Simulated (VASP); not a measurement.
Set up this calculation in VASP 6.6.1, as the native input.

| Property | Result |
| --- | --- |
| Task | relaxation of the atoms |
| Functional | BEEF-vdW |
| Potentials or basis | VASP PAW PBE potentials, release 64 (S, Mg_pv) |
| Cutoff | 520 eV |
| k mesh | 8 × 8 × 8 |
| Occupations | gaussian, width 0.1 eV |
| Spin | no spin polarisation |
| Further INCAR settings | ALGO = Normal; EDIFF = 1e-06; IBRION = 2; EDIFFG = -0.02; NSW = 60 |

The structure of MgS lies in POSCAR:

```
MgS
1.0
    0.0000000000      2.8331200468      2.8331200468
    2.8331200468      0.0000000000      2.8331200468
    2.8331200468      2.8331200468      0.0000000000
S Mg
1 1
Direct
    0.2464600000      0.2443180000      0.2524830000
   -0.0099700000     -0.0038980000     -0.0032690000
```

The cell comes from a database or a generator and needn't be the stable form of this composition.

The cell isn't the ideal one: atoms moved at random, drawn with an rms of 0.1 Å.

One way to write it, as run:

INCAR

```
PREC = Accurate ; ENCUT = 520
EDIFF = 1E-6 ; ISMEAR = 0
SIGMA = 0.1 ; LREAL = F
LASPH = T ; NELM = 100
ALGO = Normal ; ISIF = 2
LWAVE = F ; LCHARG = F
GGA = BF ; LUSE_VDW = T
ZAB_VDW = -1.8867 ; IBRION = 2
NSW = 60 ; EDIFFG = -0.02
```

KPOINTS

```
regular mesh
0
Gamma
  8 8 8
```

Potentials or basis: VASP PAW PBE potentials, release 64 (S, Mg_pv).

The run is started by

```sh
$ cat potpaw_PBE.64/S/POTCAR potpaw_PBE.64/Mg_pv/POTCAR > POTCAR
$ mpirun -np 1 vasp_std > vasp.out
```

Results of the run:

* Energy gained by relaxing: 2.1 meV/atom
* Ionic steps: 3
* Pressure after relaxing: 1.3 GPa
* Largest force after relaxing: 0.008 eV/Å
* Band gap on the k mesh: 3.66 eV, direct

Caveat: the PAW data sets were made with another functional, which shifts forces and pressure a little.

Wall time 5.3 min on 1 thread of Intel(R) Xeon(R) Platinum 8488C (Sapphire Rapids), on a shared host, peak memory 0.45 GiB.
